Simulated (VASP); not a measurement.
# From VASP inputs to Ansatz: GaSb (zincblende)

INCAR

```
LSORBIT = .TRUE.
LWAVE = .FALSE.
PREC = Accurate
LCHARG = .FALSE.
GGA_COMPAT = .FALSE.
IBRION = -1
LREAL = .FALSE.
MAGMOM = 0.0 0.0 0.0 0.0 0.0 0.0
NSW = 0
NELM = 120
NBANDS = 29
ENCUT = 520
GGA = PE
ISMEAR = -1
ISIF = 2
EDIFF = 1E-7
LASPH = .TRUE.
SIGMA = 0.02
```

KPOINTS

```
KPOINTS created by Atomic Simulation Environment
0
Gamma
8 8 8
0 0 0
```

KPOINTS_OPT

```
special points
6
Reciprocal
0.0000000000 0.0000000000 0.0000000000 1
0.5000000000 0.0000000000 0.5000000000 1
0.5000000000 0.2500000000 0.7500000000 1
0.3750000000 0.3750000000 0.7500000000 1
0.5000000000 0.5000000000 0.5000000000 1
0.6250000000 0.2500000000 0.6250000000 1
```

POSCAR

```
Ga Sb
 1.0000000000000000
     0.0000000000000000    3.0658788000269714    3.0658788000269714
     3.0658788000269714    0.0000000000000000    3.0658788000269714
     3.0658788000269714    3.0658788000269714    0.0000000000000000
 Ga  Sb
   1   1
Cartesian
  0.0000000000000000  0.0000000000000000  0.0000000000000000
  1.5329394000134857  1.5329394000134857  1.5329394000134857
```

VASP ran with the recommended PBE PAW datasets (18 valence electrons in the cell).

**Question.** Translate these files to an Ansatz input.

**Answer.** 

```yaml
crystal:
  lattice:
    - [0.0, 3.0658788, 3.0658788]
    - [3.0658788, 0.0, 3.0658788]
    - [3.0658788, 3.0658788, 0.0]
  atoms:
    - { symbol: Ga, position: [0.0, 0.0, 0.0] }
    - { symbol: Sb, position: [0.25, 0.25, 0.25] }
kpoints:
  mp_grid: { grid: [8, 8, 8] }
  band_path:
    path:
      - [0.0, 0.0, 0.0]
      - [0.5, 0.0, 0.5]
      - [0.5, 0.25, 0.75]
      - [0.375, 0.375, 0.75]
      - [0.5, 0.5, 0.5]
      - [0.625, 0.25, 0.625]
    npoints: 1
hamiltonian:
  xc: pbe
scf:
  occupations: { method: fermi_dirac, width: 0.02 }
  n_extra_bands: 8
magnetization:
  noncollinear: true
  spin_orbit: true
output:
  forces: true
  stress: true
  eigenvalues: true
```

Other inputs would serve too.

|  | VASP | Ansatz |
| --- | --- | --- |
| gap between bands v and c | 0.00 eV | 0.00 eV |
| least direct gap | 0.00 eV | 0.00 eV |

Datasets and cutoffs are each program's own. VASP's cell holds 18 valence electrons and Ansatz's 28.
